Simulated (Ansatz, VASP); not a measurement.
One calculation of GaSb, two programs

Contents of POSCAR:

```
GaSb
1.0
    3.1276105481      3.1276105481      0.0000000000
   -3.1276105481      3.1276105481      0.0000000000
    0.0000000000      3.1276105481      3.0126712295
Ga Sb
1 1
Direct
    0.0000000000      0.0000000000      0.0000000000
    0.7500000000      0.2500000000      0.5000000000
```

The input INCAR.step1:

```
  PREC = Accurate
  ENCUT = 520
  ISMEAR = 0
  SIGMA = 0.01
  LREAL = F
  LASPH = T
  NELM = 100
  NBANDS = 16
  GGA = PE
  ALGO = Normal
  EDIFF = 1E-4
  LWAVE = T
  LCHARG = F
```

The input INCAR.step2:

```
  PREC = Accurate
  ENCUT = 520
  EDIFF = 1E-7
  ISMEAR = 0
  SIGMA = 0.01
  LREAL = F
  LASPH = T
  NELM = 100
  ALGO = Normal
  ISIF = 2
  LWAVE = F
  LCHARG = F
  METAGGA = R2SCAN
  LMIXTAU = T
  NBANDS = 16
  ISTART = 1
```

File KPOINTS:

```
Automatic mesh
0
Gamma
  6 6 6
```

Input for Ansatz:

```yaml
crystal:
  lattice:
    - [3.12761054811, 3.12761054811, 0.0]
    - [-3.12761054811, 3.12761054811, 0.0]
    - [0.0, 3.12761054811, 3.01267122952]
  atoms:
    - { symbol: Ga, position: [0.0, 0.0, 0.0] }
    - { symbol: Sb, position: [0.75, 0.25, 0.5] }
kpoints:
  mp_grid: { grid: [6, 6, 6] }
scf:
  occupations: { method: fixed }
  convergence: { dr2_threshold: 1.0e-10 }
hamiltonian:
  xc: r2scan
  pseudopotentials: { kind: paw }
output:
  forces: true
  stress: true
  eigenstates:
    kpoints:
      - [0.0, 0.0, 0.0]
      - [0.5, 0.0, 0.0]
      - [0.0, 0.5, 0.5]
      - [0.0, -0.5, 0.0]
      - [0.5, 0.0, 0.5]
      - [0.41341546, -0.41341546, 0.0]
      - [0.41341546, 0.41341546, 0.41341546]
      - [0.0, 0.0, 0.41341546]
      - [-0.5, -0.5, -0.5]
      - [-0.5, 0.5, 0.0]
      - [0.0, 0.0, -0.5]
  eigenvalues: true
```

Change from the starting cell: film at in-plane strain +0.02.

Alike in both runs: task single point; functional r2SCAN; k mesh 6 × 6 × 6; no spin polarisation.

```csv
,VASP,Ansatz
version,VASP 6.6.1,Ansatz 0.2.0
potentials or method,"VASP PAW PBE potentials, release 64 (Ga_d, Sb)","PAW with Ansatz's default frozen-core files, scalar-relativistic"
plane-wave cutoff (eV),520,500
occupations,"gaussian, width 0.01 eV",fixed
valence electrons in the cell,18,28
```

|  | VASP | Ansatz | Ansatz less VASP |
| --- | --- | --- | --- |
| gap on the k mesh at the Fermi level (eV) | 0.08 | 0.10 | +0.017 |
| pressure (GPa) | -1.1 | -1.2 | -0.08 |
| largest component of the traceless stress (GPa) | 1.15 | 1.16 | +0.012 |

The two sets of potentials don't hold the same shells in valence.

Caveats: the PAW data sets were made with another functional, which shifts forces and pressure a little (VASP); spin-orbit coupling is left out, which moves the levels of the heavy elements.
